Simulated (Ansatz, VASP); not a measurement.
**Two plane-wave programs on AlN**

```xyz
2
Lattice="0.0000 2.0439 2.0439 2.0439 0.0000 2.0439 2.0439 2.0439 0.0000" Properties=species:S:1:pos:R:3 pbc="T T T"
Al    2.0439    2.0439    2.0439
N     0.0000    0.0000    0.0000
```

Alike in both runs: task single point; functional PBE; k mesh 10 × 10 × 10; occupations gaussian, width 0.02 eV; no spin polarisation.

|  | VASP | Ansatz |
| --- | --- | --- |
| version | VASP 6.6.1 | Ansatz 0.2.0 |
| potentials or method | VASP PAW PBE potentials, release 64 (Al, N) | scalar-relativistic, plane waves, PAW |
| plane-wave cutoff (eV) | 520 | 420 |
| valence electrons in the cell | 8 | 8 |

VASP gave:

| Quantity | Value |
| --- | --- |
| gap on the k mesh at the Fermi level (eV) | 4.29 |
| least direct gap on the mesh (eV) | 5.21 |
| pressure (GPa) | -3.4 |

Task: What did Ansatz give for the same quantities?

Result: gap on the k mesh at the Fermi level (eV): 4.32; least direct gap on the mesh (eV): 5.20; pressure (GPa): -3.1.

A k mesh can miss the band edges.
